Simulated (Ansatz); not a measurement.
**MoS2 under pressure: fit and missing row**

MoS2, P-6m2, a = 3.150 Å, c = 6.647 Å. This isn't the usual stable structure of the compound. Ansatz: PBE+D3(BJ), PAW, 420 eV, Γ-centred 12×12×4 mesh on 3 atoms, Gaussian smearing 0.02 eV; no spin polarisation. Cell and atoms are relaxed at each pressure, and no other structure is tried, so the rows at high pressure may lie past a change of phase.

```tsv
V (Å³/atom)	P (GPa)
13.164	60.00
14.792	29.99
16.106	14.99
?	8.01
18.006	3.02
19.035	0.00
```

Q: Take V0 = 19.035 Å³/atom, fit the third-order Birch–Murnaghan form to the other rows, and predict the missing volume.

A: With the Eulerian strain f = ½[(V0/V)^(2/3) − 1] and y = P/[3f(1 + 2f)^(5/2)], the form is the line y = B0 + 1.5 B0 (B0′ − 4) f. Rows (f, y): 0.13936, 77.6; 0.09154, 71.7; 0.05892, 64.2; 0.01887, 48.6. Means f = 0.07717, y = 65.525; Σ(Δf)² = 0.007806, ΣΔfΔy = 1.851; the slope is their ratio. y = 47.23 + 237.1 f GPa, so B0 = 47.2 GPa and B0′ = 4 + 2 × (237.1)/(3 × 47.23) = 7.35. P = 8.01 GPa is met at f = 0.03914 (y = 56.51), so V = V0 (1 + 2f)^(−3/2) = 17.000 Å³/atom. The run gave 17.028 Å³/atom, so the fit is 0.028 Å³/atom too low, within the rms miss on the fitted rows (0.073 Å³/atom). With a term in f² added B0′ becomes 12.58, so this figure hangs on the form.

Where the gap has closed, the smearing of 0.02 eV or less is narrow for a metal on this mesh. The mesh isn't the same in all rows (12×12×4, 12×12×6).